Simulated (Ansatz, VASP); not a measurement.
## Two plane-wave programs on CdTe

```
CELL_PARAMETERS angstrom
0.00000 2.63869 2.63869
2.63869 0.00000 2.63869
2.63869 2.63869 0.00000
ATOMIC_POSITIONS crystal
Cd 0.00000 0.00000 0.00000
Te 0.50000 0.50000 0.50000
```

Change from the starting cell: volume scaled by 0.64, PAW files.

Alike in both runs: task single point; functional PBE; k mesh 11 × 11 × 11; occupations fermi-dirac, width 0.05 eV; no spin polarisation.

|  | VASP | Ansatz |
| --- | --- | --- |
| version | VASP 6.6.1 | Ansatz 0.2.0 |
| potentials or method | VASP PAW PBE potentials, release 64 (Cd, Te) | PAW with Ansatz's default frozen-core files, scalar-relativistic |
| plane-wave cutoff (eV) | 520 | 420 |
| valence electrons in the cell | 18 | 36 |

|  | VASP | Ansatz | Ansatz less VASP |
| --- | --- | --- | --- |
| pressure (GPa) | 63.5 | 62.2 | -1.27 |

The two sets of potentials don't hold the same shells in valence.

Caveats: the cell as given lies far from equilibrium; so large a pressure means that the cell lies far from this level's equilibrium, or that cutoff or potentials fall short (VASP). The runs have no spin-orbit coupling, so splittings on Te are missing.
